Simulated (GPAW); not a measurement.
Runs of GPAW 26.7.0 on Bi. Symmetry: P2/m, No. 10, monoclinic system. The conventional cell has a = 3.238 Å, b = 3.222 Å, c = 6.444 Å, α = 90.00°, β = 90.72°, γ = 90.00°. Bi (site symmetry m) has 6 Bi at 3.22 to 3.24 Å as nearest neighbours. This isn't the form of Bi at room conditions, which is rhombohedral.

```tsv
task	level	potentials or basis	cell	k mesh	gap on the mesh (eV)	pressure (GPa)	V0 of scaled cells (Å³/atom)	B0 (GPa)	largest force (eV/Å)
single point	PBE	GPAW PAW data sets (gpaw-data 1.2.1), pw	atoms moved at random, drawn with an rms of 0.05 Å	8 × 8 × 4	none	2.1	-	-	0.06
equation of state	LDA	the program's PAW data sets (release 1.2.1) made for this functional, pw	as given	6 × 6 × 3	-	-	(a)	(b)	-
single point	PBE	GPAW PAW data sets (gpaw-data 1.2.1), pw	as given	8 × 8 × 4	none	2.0	-	-	0.02
equation of state	PBEsol	PAW data sets generated in the run's folder for this functional, pw	as given	6 × 6 × 3	-	-	33.50	55	-
```

Alike in all rows: no spin polarisation; cutoff (eV) 600; smearing fermi-dirac 0.05 eV.

Estimate the missing entries.

(a) 32.71; (b) 59.

Caveats: spin-orbit coupling is left out, which moves the levels of the heavy elements; the cell was scaled at fixed shape and fractional positions, which overstates the stiffness of a crystal with free parameters, most of all of layers and chains (some runs).

A k mesh can miss the band edges, and the runs leave out spin-orbit coupling on Bi.

A gap of «none» marks a metal or a gap under the smearing width.
